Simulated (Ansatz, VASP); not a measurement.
Given: the input of a run of Ansatz 0.2.0 on Si2Mo.

Contents of input.yaml:

```yaml
crystal:
  lattice:
    - [-1.5673377739, 1.5673377739, 3.8502632003]
    - [1.5673377739, -1.5673377739, 3.8502632003]
    - [1.5673377739, 1.5673377739, -3.8502632003]
  atoms:
    - { symbol: Mo, position: [0.0, 0.0, 0.0] }
    - { symbol: Si, position: [0.667, 0.667, 0.0] }
    - { symbol: Si, position: [0.333, 0.333, 0.0] }
kpoints:
  mp_grid: { grid: [12, 12, 12] }
scf:
  occupations: { method: fermi_dirac, width: 0.05 }
hamiltonian:
  xc: lda
  pseudopotentials: { kind: all_electron, lapw: { basis_error: 0.002 } }
output:
  forces: true
  stress: true
  eigenvalues: true
```

Potentials or basis: all-electron LAPW, scalar-relativistic.

Command:

```sh
$ ansatz run input.yaml --threads 2 --pin off --max-ram 8192MiB --backend cpu --events-out ev --progress --plain --runs-dir out
```

Question: Translate it to VASP 6.6.1. Potentials there: VASP PAW LDA potentials, release 64 (Mo_sv, Si).

Answer: As run (the cutoff follows the program's own potentials):

Contents of INCAR:

```
ALGO = Normal ; EDIFF = 1E-6
ENCUT = 520 ; ISIF = 2
ISMEAR = -1 ; LASPH = T
LCHARG = F ; LREAL = F
LWAVE = F ; NBANDS = 18
NELM = 80 ; PREC = Accurate
SIGMA = 0.05
```

Contents of KPOINTS:

```
k-points
0
Gamma
  12 12 12
```

Contents of POSCAR:

```
Si2Mo
1.0
   -1.5673377739      1.5673377739      3.8502632003
    1.5673377739     -1.5673377739      3.8502632003
    1.5673377739      1.5673377739     -3.8502632003
Mo Si
1 2
Direct
    0.0000000000      0.0000000000      0.0000000000
    0.6670000000      0.6670000000      0.0000000000
    0.3330000000      0.3330000000      0.0000000000
```

Potentials or basis: VASP PAW LDA potentials, release 64 (Mo_sv, Si).

Run with:

```console
$ cat potpaw_LDA.64/Mo_sv/POTCAR potpaw_LDA.64/Si/POTCAR > POTCAR
$ mpirun -np 1 vasp_std > vasp.out
```

Both were run:

|  | VASP | Ansatz | Ansatz less VASP |
| --- | --- | --- | --- |
| gap on the k mesh at the Fermi level (eV) | none | none | - |
| pressure (GPa) | 9.0 | 8.3 | -0.65 |
| rms of the force components (eV/Å) | 0.125 | 0.130 | +0.0051 |

Atom by atom the forces differ by 0.005 eV/Å (rms over components). A gap of «none» marks a metal or a gap that the smearing closes. Ansatz ran all-electron here, so the differences hold the error of VASP's frozen core and of both bases.
